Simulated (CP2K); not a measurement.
# MgSi (Cmcm) in CP2K: equation of state, part 2 of 2

CP2K 2026.2.

### 3 Single point, PBEsol, 17.34 Å³/atom (volume scaled by 0.98)

mgsi_eos.inp reads:

```
&GLOBAL
  PROJECT mgsi_eos
  RUN_TYPE ENERGY_FORCE
  PRINT_LEVEL LOW
&END GLOBAL
&FORCE_EVAL
  METHOD QS
  STRESS_TENSOR ANALYTICAL
  &DFT
    BASIS_SET_FILE_NAME BASIS_MOLOPT_UZH
    POTENTIAL_FILE_NAME POTENTIAL_UZH
    WFN_RESTART_FILE_NAME previous-RESTART.kp
    &MGRID
      CUTOFF 1400
      REL_CUTOFF 60
      NGRIDS 4
    &END MGRID
    &QS
      METHOD GPW
      EPS_DEFAULT 1.0E-10
    &END QS
    &KPOINTS
      SCHEME MONKHORST-PACK 9 9 6
      GAMMA_CENTERED T
      SYMMETRY T
      SYMMETRY_BACKEND SPGLIB
    &END KPOINTS
    &SCF
      SCF_GUESS RESTART
      EPS_SCF 1.0E-6
      MAX_SCF 100
      ADDED_MOS 14
      CHOLESKY OFF
      EPS_EIGVAL 1.0E-7
      &DIAGONALIZATION ON
        ALGORITHM STANDARD
      &END DIAGONALIZATION
      &MIXING ON
        METHOD BROYDEN_MIXING
        ALPHA 0.4
        BETA 1.5
        NBUFFER 8
      &END MIXING
      &SMEAR ON
        METHOD FERMI_DIRAC
        ELECTRONIC_TEMPERATURE [K] 580.226
      &END SMEAR
    &END SCF
    &XC
      &XC_FUNCTIONAL
        &GGA_X_PBE_SOL
        &END GGA_X_PBE_SOL
        &GGA_C_PBE_SOL
        &END GGA_C_PBE_SOL
      &END XC_FUNCTIONAL
    &END XC
    &PRINT
      &KPOINTS ON
      &END KPOINTS
      &MULLIKEN ON
      &END MULLIKEN
      &MO ON
        ENERGIES T
        OCCUPATION_NUMBERS T
        &EACH
          QS_SCF 0
        &END EACH
        ADD_LAST NUMERIC
      &END MO
    &END PRINT
  &END DFT
  &SUBSYS
    &CELL
      ABC 5.5924158041 5.5924158041 4.3110484109
      ALPHA_BETA_GAMMA 90.0000000000 90.0000000000 149.0442349142
      PERIODIC XYZ
    &END CELL
    &COORD
      Si  1.1320856768 1.2351050089 3.2332863082
      Si  -0.3355281294 1.6415003007 1.0777621027
      Mg  -3.0466702821 2.3922396310 1.0777621027
      Mg  3.8432278295 0.4843656786 3.2332863082
    &END COORD
    &KIND Si
      BASIS_SET TZVP-MOLOPT-PBE-GTH-q4
      POTENTIAL GTH-PBE-q4
    &END KIND
    &KIND Mg
      BASIS_SET TZVP-MOLOPT-PBE-GTH-q10
      POTENTIAL GTH-PBE-q10
    &END KIND
    &PRINT
      &ATOMIC_COORDINATES ON
      &END ATOMIC_COORDINATES
      &CELL ON
      &END CELL
      &SYMMETRY ON
      &END SYMMETRY
    &END PRINT
  &END SUBSYS
  &PRINT
    &FORCES ON
    &END FORCES
    &STRESS_TENSOR ON
    &END STRESS_TENSOR
  &END PRINT
&END FORCE_EVAL
```

Potentials or basis: POTENTIAL_UZH Si GTH-PBE-q4, Mg GTH-PBE-q10; TZVP-MOLOPT-PBE-GTH basis.

On the command line:

```
$ OMP_NUM_THREADS=1 mpirun -n 3 cp2k.psmp -i mgsi_eos.inp -o mgsi_eos.out
```

Wall time 37 s (3 MPI ranks of Arm Neoverse V2, shared host).

It converged, with:

```yaml
Free_energy: -3651.2787 eV
Pressure: 1.3 GPa
Largest_force: 0.327 eV/Å
Band_gap_on_the_k_mesh: none (metal or under the smearing width)
Mulliken_charges: Si -0.35; Mg +0.35 e
```

Caveat: Mulliken charges move with the basis; the potentials were made for another functional, which shifts forces and pressure; the basis of atomic orbitals isn't converged, which shifts pressures, moduli and gaps.

### 4 Single point, PBEsol, 18.05 Å³/atom (volume scaled by 1.02)

Edit mgsi_eos.inp of step 3 so:

```diff
@@ -73,4 +73,4 @@
     &CELL
-      ABC 5.5924158041 5.5924158041 4.3110484109
-      ALPHA_BETA_GAMMA 90.0000000000 90.0000000000 149.0442349142
+      ABC 5.6674907464 5.6674907465 4.3689217383
+      ALPHA_BETA_GAMMA 90.0000000000 90.0000000000 149.0442349145
       PERIODIC XYZ
@@ -78,6 +78,6 @@
     &COORD
-      Si  1.1320856768 1.2351050089 3.2332863082
-      Si  -0.3355281294 1.6415003007 1.0777621027
-      Mg  -3.0466702821 2.3922396310 1.0777621027
-      Mg  3.8432278295 0.4843656786 3.2332863082
+      Si  1.1472832711 1.2516855782 3.2766913037
+      Si  -0.3400324002 1.6635364912 1.0922304346
+      Mg  -3.0875700657 2.4243540621 1.0922304346
+      Mg  3.8948209366 0.4908680073 3.2766913037
     &END COORD
```

On the command line:

```
$ OMP_NUM_THREADS=1 mpirun -n 3 cp2k.psmp -i mgsi_eos.inp -o mgsi_eos.out
```

It took 35 s on 3 MPI ranks of Arm Neoverse V2, shared host.

It converged, with:

* Free energy: -3651.2760 eV
* Pressure: -1.1 GPa
* Largest force: 0.326 eV/Å
* Band gap on the k mesh: none (metal or under the smearing width)
* Mulliken charges: Si -0.33; Mg +0.33 e

Caveat: Mulliken charges move with the basis; the potentials were made for another functional, which shifts forces and pressure; the basis of atomic orbitals isn't converged, which shifts pressures, moduli and gaps.

### 5 Single point, PBEsol, 16.98 Å³/atom (volume scaled by 0.96)

Edit mgsi_eos.inp of step 4 so:

```diff
@@ -73,4 +73,4 @@
     &CELL
-      ABC 5.6674907464 5.6674907465 4.3689217383
-      ALPHA_BETA_GAMMA 90.0000000000 90.0000000000 149.0442349145
+      ABC 5.5541103841 5.5541103841 4.2815197553
+      ALPHA_BETA_GAMMA 90.0000000000 90.0000000000 149.0442349140
       PERIODIC XYZ
@@ -78,6 +78,6 @@
     &COORD
-      Si  1.1472832711 1.2516855782 3.2766913037
-      Si  -0.3400324002 1.6635364912 1.0922304346
-      Mg  -3.0875700657 2.4243540621 1.0922304346
-      Mg  3.8948209366 0.4908680073 3.2766913037
+      Si  1.1243314219 1.2266451201 3.2111398165
+      Si  -0.3332299194 1.6302567951 1.0703799388
+      Mg  -3.0258020225 2.3758539138 1.0703799388
+      Mg  3.8169035250 0.4810480014 3.2111398165
     &END COORD
```

On the command line:

```
$ OMP_NUM_THREADS=1 mpirun -n 3 cp2k.psmp -i mgsi_eos.inp -o mgsi_eos.out
```

Wall time 45 s (3 MPI ranks of Arm Neoverse V2, shared host).

It converged, with:

```
Free energy            : -3651.2610 eV
Pressure               : 2.7 GPa
Largest force          : 0.299 eV/Å
Band gap on the k mesh : none (metal or under the smearing width)
Mulliken charges       : Si -0.36; Mg +0.36 e
```

Caveat: Mulliken charges move with the basis; the potentials were made for another functional, which shifts forces and pressure; the basis of atomic orbitals isn't converged, which shifts pressures, moduli and gaps.

### 6 Single point, PBEsol, 18.40 Å³/atom (volume scaled by 1.04)

Edit mgsi_eos.inp of step 5 so:

```diff
@@ -73,4 +73,4 @@
     &CELL
-      ABC 5.5541103841 5.5541103841 4.2815197553
-      ALPHA_BETA_GAMMA 90.0000000000 90.0000000000 149.0442349140
+      ABC 5.7042936656 5.7042936656 4.3972921550
+      ALPHA_BETA_GAMMA 90.0000000000 90.0000000000 149.0442349141
       PERIODIC XYZ
@@ -78,6 +78,6 @@
     &COORD
-      Si  1.1243314219 1.2266451201 3.2111398165
-      Si  -0.3332299194 1.6302567951 1.0703799388
-      Mg  -3.0258020225 2.3758539138 1.0703799388
-      Mg  3.8169035250 0.4810480014 3.2111398165
+      Si  1.1547333713 1.2598136344 3.2979691162
+      Si  -0.3422404647 1.6743389789 1.0993230387
+      Mg  -3.1076197837 2.4400970621 1.0993230387
+      Mg  3.9201126903 0.4940555512 3.2979691162
     &END COORD
```

Potentials or basis: POTENTIAL_UZH Si GTH-PBE-q4, Mg GTH-PBE-q10; TZVP-MOLOPT-PBE-GTH basis.

On the command line:

```
$ OMP_NUM_THREADS=1 mpirun -n 3 cp2k.psmp -i mgsi_eos.inp -o mgsi_eos.out
```

It took 42 s on 3 MPI ranks of Arm Neoverse V2, shared host.

It converged, with:

* Free energy: -3651.2531 eV
* Pressure: -2.2 GPa
* Largest force: 0.216 eV/Å
* Band gap on the k mesh: none (metal or under the smearing width)
* Mulliken charges: Si -0.32; Mg +0.32 e

Caveat: Mulliken charges move with the basis; the potentials were made for another functional, which shifts forces and pressure; the basis of atomic orbitals isn't converged, which shifts pressures, moduli and gaps.

### 7 Single point, PBEsol, 16.63 Å³/atom (volume scaled by 0.94)

Edit mgsi_eos.inp of step 6 so:

```diff
@@ -73,4 +73,4 @@
     &CELL
-      ABC 5.7042936656 5.7042936656 4.3972921550
-      ALPHA_BETA_GAMMA 90.0000000000 90.0000000000 149.0442349141
+      ABC 5.5152691806 5.5152691806 4.2515780782
+      ALPHA_BETA_GAMMA 90.0000000000 90.0000000000 149.0442349137
       PERIODIC XYZ
@@ -78,6 +78,6 @@
     &COORD
-      Si  1.1547333713 1.2598136344 3.2979691162
-      Si  -0.3422404647 1.6743389789 1.0993230387
-      Mg  -3.1076197837 2.4400970621 1.0993230387
-      Mg  3.9201126903 0.4940555512 3.2979691162
+      Si  1.1164687072 1.2180669016 3.1886835586
+      Si  -0.3308995640 1.6188560249 1.0628945195
+      Mg  -3.0046418755 2.3592390072 1.0628945195
+      Mg  3.7902110187 0.4776839193 3.1886835586
     &END COORD
```

On the command line:

```
$ OMP_NUM_THREADS=1 mpirun -n 3 cp2k.psmp -i mgsi_eos.inp -o mgsi_eos.out
```

Run time: 44 s. Hardware: 3 MPI ranks of Arm Neoverse V2, shared host.

The run converged. Its results:

```
Free energy            : -3651.2304 eV
Pressure               : 4.3 GPa
Largest force          : 0.281 eV/Å
Band gap on the k mesh : none (metal or under the smearing width)
Mulliken charges       : Si -0.37; Mg +0.37 e
```

Caveat: Mulliken charges move with the basis; the potentials were made for another functional, which shifts forces and pressure; the basis of atomic orbitals isn't converged, which shifts pressures, moduli and gaps.

### 8 Single point, PBEsol, 18.75 Å³/atom (volume scaled by 1.06)

Edit mgsi_eos.inp of step 7 so:

```diff
@@ -73,4 +73,4 @@
     &CELL
-      ABC 5.5152691806 5.5152691806 4.2515780782
-      ALPHA_BETA_GAMMA 90.0000000000 90.0000000000 149.0442349137
+      ABC 5.7406277259 5.7406277259 4.4253011404
+      ALPHA_BETA_GAMMA 90.0000000000 90.0000000000 149.0442349144
       PERIODIC XYZ
@@ -78,6 +78,6 @@
     &COORD
-      Si  1.1164687072 1.2180669016 3.1886835586
-      Si  -0.3308995640 1.6188560249 1.0628945195
-      Mg  -3.0046418755 2.3592390072 1.0628945195
-      Mg  3.7902110187 0.4776839193 3.1886835586
+      Si  1.1620885592 1.2678381414 3.3189758553
+      Si  -0.3444203990 1.6850038459 1.1063252851
+      Mg  -3.1274140740 2.4556395006 1.1063252851
+      Mg  3.9450822342 0.4972024867 3.3189758553
     &END COORD
```

On the command line:

```
$ OMP_NUM_THREADS=1 mpirun -n 3 cp2k.psmp -i mgsi_eos.inp -o mgsi_eos.out
```

It took 41 s on 3 MPI ranks of Arm Neoverse V2, shared host.

Results (log left out):

| Property | Result |
| --- | --- |
| Free energy | -3651.2291 eV |
| Pressure | -3.2 GPa |
| Largest force | 0.229 eV/Å |
| Band gap on the k mesh | none (metal or under the smearing width) |
| Mulliken charges | Si -0.32; Mg +0.32 e |

Caveat: Mulliken charges move with the basis; the potentials were made for another functional, which shifts forces and pressure; the basis of atomic orbitals isn't converged, which shifts pressures, moduli and gaps.

### 9 Equation of state, PBEsol

Potentials or basis: POTENTIAL_UZH Si GTH-PBE-q4, Mg GTH-PBE-q10; TZVP-MOLOPT-PBE-GTH basis.

No new run: the results of the series are fitted here.

What came out:

* Equilibrium volume: 17.61 Å³/atom
* Bulk modulus at fixed shape and positions: 67 GPa
* Pressure derivative of the bulk modulus: 5.4 (rough: it moves with the points fitted)

Energy against volume, from the lowest point:
```tsv
volume (Å³/atom)	energy (meV/atom)
16.630	12.69
16.984	5.02
17.338	0.60
17.692	0.00
18.046	1.29
18.400	7.00
18.754	13.01
```

Caveat: the fit is doubtful: noisy points or a state that changes with volume; the cell was scaled at fixed shape and fractional positions, which overstates the stiffness of a crystal with free parameters, most of all of layers and chains; the potentials were made for another functional, which shifts forces and pressure; the basis of atomic orbitals isn't converged, which shifts pressures, moduli and gaps.
